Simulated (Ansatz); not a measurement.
## ZnF2: the gap under strain

ZnF2, P4_2/mnm, a = 4.703 Å, c = 3.127 Å. Ansatz: r2SCAN, PAW, 500 eV, Γ-centred 6×6×8 mesh on 6 atoms, Gaussian smearing 0.02 eV; no spin polarisation. Series: biaxial strain in the a-b plane, c and atoms relaxed; x is the strain in per cent. The gap is sought over the whole zone.

| x (%) | gap y (eV) |
| --- | --- |
| -3.0 | ? |
| -2.0 | 4.246 |
| -1.0 | 4.259 |
| 0.0 | 4.276 |
| 1.0 | 4.303 |
| 2.0 | 4.338 |
| 3.0 | 4.341 |

Problem. Fit y = E0 + c1 x + c2 x² to the other rows, give the deformation potential for this strain, and predict the missing gap.

Solution. Least squares on the rows shown. y = 4.2822 + 0.020721 x + 0.00039286 x². The deformation potential is 100 c1 = 2.07 eV per unit strain. With a term in x³ added, the coefficient of x becomes 0.02813, 36 % more, which shows how far this figure hangs on the form. At x = -3.0 the fit asked for gives 4.224 eV. The run gave 4.242 eV, so the fit is 0.018 eV too low, 18 % of the span of the series, against an rms of 0.007 eV on the fitted rows. The row lies outside the fitted range. With a term in x³ added, a fit to the same known rows predicts 4.267 eV, which misses by about as much or more on the other side: the known rows don't fix the higher terms. Also, a band edge changes its point in the zone among the fitted rows, which can bend the series.

Semilocal functionals give gaps under the measured ones; changes of the gap mostly carry over better.